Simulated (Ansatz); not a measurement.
## SnSe under changes of volume

One of the cells (27.271 Å³/atom); the others are scaled copies at fixed shape and fractional positions:

```xyz
2
Lattice="0.0000 3.0100 3.0100 3.0100 0.0000 3.0100 3.0100 3.0100 0.0000" Properties=species:S:1:pos:R:3 pbc="T T T"
Sn    0.0000    0.0000    0.0000
Se    3.0100    3.0100    3.0100
```

Measurements of this composition are mostly on another form, of space group No. 62.

| Quantity | Value |
| --- | --- |
| Program | Ansatz 0.2.0 |
| Functional | r2SCAN |
| Potentials or basis | PseudoDojo stringent (PBE files) |
| Cutoff | 1415 eV |
| Density cutoff | 5660 eV |
| k mesh | 8 × 8 × 8 |
| Occupations | gaussian, width 0.02 eV |
| Spin | collinear spin, ferromagnetic start |
| Starting moments | [0.5, 0.0] μB |

```csv
volume (Å³/atom),energy over the lowest point (meV/atom),pressure (GPa),gap on the mesh (eV)
25.635,16.00,3.5,0.71
26.180,?,?,?
26.725,1.20,0.9,0.51
27.271,0.00,-0.2,0.42
27.816,2.39,-1.2,0.33
28.362,8.00,-2.1,0.25
28.907,16.50,-2.9,0.17
```

Question: What does the run at 26.180 Å³/atom give?

Answer: Energy over the lowest point 6.39 meV/atom; pressure 2.1 GPa; gap on the mesh 0.61 eV.

Worked out: A Birch-Murnaghan fit of order 3 (a polynomial in V^(-2/3)) to the other rows has its minimum at 27.17 Å³/atom with B0 = V·E''(V) = 53 GPa and B' = 4.3. It gives 6.38 meV/atom at 26.180 Å³/atom, against the run's 6.39, and -dE/dV = 2.2 GPa, against 2.1. A straight line through the other rows of the gap, of slope -4.49 eV per unit of ln V (its deformation potential), gives 0.61 eV, against the run's 0.61.

Energies are extrapolated to zero smearing.

Caveats: the meta-GGA runs on potentials made for a GGA; the potentials were made for another functional, which shifts forces and pressure; spin-orbit coupling is left out, which moves the levels of the heavy elements; the starting moments weren't kept.

A mesh can miss the band edges.
